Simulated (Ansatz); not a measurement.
**Fe**

```
Fe
1.0
     0.00000    1.74132    1.74132
     1.74132    0.00000    1.74132
     1.74132    1.74132    0.00000
Fe
1
Direct
  0.00000 0.00000 0.00000
```

The cell was built from the fcc type and relaxed in the same program, and has space group Fm-3m; it needn't be a known or the stable phase.

Other magnetic orders may lie lower; this is the state that the run reached.

Levels of theory: DFT, PBE, all-electron LAPW, scalar-relativistic (Ansatz 0.2.0); DFT, PBE, all-electron PAW with datasets made for the crystal, scalar-relativistic (Ansatz 0.2.0).

For LAPW: a Γ-centred 18×18×18 k mesh, Fermi–Dirac smearing of 0.05 eV, basis error target 0.25 meV/atom, spin-polarised from start moments Fe 3 μB. The crystal-made all-electron datasets (AE datasets) take a cutoff of 320 eV at this cell. The Ansatz runs share mesh, smearing and spin set-up. Values come from LAPW unless marked.

| Quantity | Value |
| --- | --- |
| Pressure at this cell | 0.22 GPa |
| Band gap | none: bands cross the Fermi level, a metal |
| Moment of the cell | 1.03 μB |
| Moments in the spheres | Fe 1.05 μB |
| Density of states at the Fermi level (0.2 eV bin) | 1.32 states/eV per cell |
| Contact hyperfine fields (crystal-made datasets) | Fe -12.6 T, core polarisation included, positive along the moment of the spin-up electrons |
| Volume per atom | 10.56 Å³ |
